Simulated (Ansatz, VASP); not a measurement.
# Si in VASP and in Ansatz

```
Si
1.0
     4.03411    0.00000    0.00000
    -2.01706    3.49364    0.00000
     0.00000    0.00000    5.80025
Si
4
Cartesian
  0.0000 2.3291 0.4197
  2.0171 1.1645 3.3198
  0.0000 2.3291 2.4804
  2.0171 1.1645 5.3805
```

Alike in both runs: task single point; functional PBE; k mesh 12 × 12 × 6; occupations gaussian, width 0.05 eV; no spin polarisation.

|  | VASP | Ansatz |
| --- | --- | --- |
| version | VASP 6.6.1 | Ansatz 0.2.0 |
| potentials or method | VASP PAW PBE potentials, release 64 (Si) | scalar-relativistic, plane waves, PAW |
| plane-wave cutoff (eV) | 520 | 420 |
| valence electrons in the cell | 16 | 16 |

```tsv
	VASP	Ansatz	Ansatz less VASP
gap on the k mesh at the Fermi level (eV)	none	none	-
pressure (GPa)	6.5	6.6	+0.10
largest component of the traceless stress (GPa)	33.96	34.04	+0.084
rms of the force components (eV/Å)	2.801	2.818	+0.0166
```

Atom by atom the forces differ by 0.017 eV/Å (rms over components). A gap of «none» marks a metal or a gap that the smearing closes. The functional is the same, so the differences come from potentials, cutoffs and numerics.

Caveats: forces of over 1 eV/Å show positions far from the minimum, so gaps and moduli don't describe the material at rest.
